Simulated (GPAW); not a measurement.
Crystal: C.

```xyz
2
Lattice="0.0000 1.7834 1.7834 1.7834 0.0000 1.7834 1.7834 1.7834 0.0000" Properties=species:S:1:pos:R:3 pbc="T T T"
C     1.5249    1.7105    1.5709
C     2.9336    2.7480    2.8876
```

This isn't the form of C at room conditions, which is graphite.

The cell isn't the ideal one: all atoms moved at random, sigma 0.25 Å a component.

Base run:

- Program: GPAW 26.7.0
- Functional: PBE
- Potentials or basis: GPAW PAW data sets (gpaw-data 1.2.1)
- Cutoff: 800 eV
- Basis: pw
- k mesh: 13 × 13 × 13
- Occupations: fermi-dirac, width 0.05 eV
- Spin: no spin polarisation

Its results: band gap on the k mesh none (metal or under the smearing width); pressure 89.0 GPa; largest force 15.779 eV/Å.

Q: The run is repeated on the same cell with these changes: functional from PBE to PW91; potentials or basis from GPAW PAW data sets (gpaw-data 1.2.1) to PAW data sets generated in the run's folder for this functional. What comes out?

A: Band gap on the k mesh none (metal or under the smearing width); pressure 88.4 GPa; largest force 15.623 eV/Å.

Caveats: a pressure of tens of GPa on the cell as given is suspect, and the run, the potentials or the cell itself is likely at fault; forces of over 1 eV/Å show positions far from the minimum, so gaps and moduli don't describe the material at rest.
